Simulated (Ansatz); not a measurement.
NaBr (rock salt)

```yaml
crystal:
  lattice:
    - [0.00000, 6.03598, 6.03598]
    - [3.01799, 0.00000, 3.01799]
    - [3.01799, 3.01799, 0.00000]
  atoms:
    - { symbol: Br, position: [0.00000, 0.00000, 0.00000] }
    - { symbol: Br, position: [0.50000, 0.00000, 0.00000] }
    - { symbol: Na, position: [0.25000, 0.50000, 0.50000] }
    - { symbol: Na, position: [0.75000, 0.50000, 0.50000] }
```

A phonon eigenvector at L = (0.5, 0.0, 0.0) is frozen into this cell: atom i moves by Q times the vector below, so Q is the largest atomic displacement, in Å. The cell is held. It is one choice among 2 degenerate patterns. (q is in reciprocal vectors of the primitive cell; the cell shown is doubled to hold the pattern.)

```json
[
 {"atom": "Na3", "x": "0.285", "y": "-0.520", "z": "0.805"},
 {"atom": "Na4", "x": "-0.285", "y": "0.520", "z": "-0.805"}
]
```

Atoms not listed stay in place.

These are PBE (plane waves to 420 eV, PAW, scalar-relativistic; Ansatz, a quantum-chemistry and plane-wave program) values and carry that method's errors. k mesh 5×10×10 (Γ-centred), Fermi-Dirac smearing 0.05 eV. The energy includes the smearing's −TS. NaBr was relaxed with its symmetry unable to fall. ΔE is measured from the undisplaced structure.

| Q (Å) | ΔE (meV/cell) |
|---|---|
| -0.180 | 36.6 |
| -0.120 | 16.1 |
| -0.060 | 4.0 |
| 0.000 | 0.0 |
| 0.060 | 4.0 |
| 0.120 | 16.1 |
| 0.180 | 36.6 |

Question: Which DFPT wavenumber at L = (0.5, 0.0, 0.0) belongs to this mode?
A) 65 cm⁻¹
B) 115 cm⁻¹
C) 188 cm⁻¹

Answer: B, 115 cm⁻¹. The curvature of the scan gives 115 cm⁻¹

(A displaced cell: forces are minus the slopes of the energy, force constants its curvatures, and phonons follow from these.)
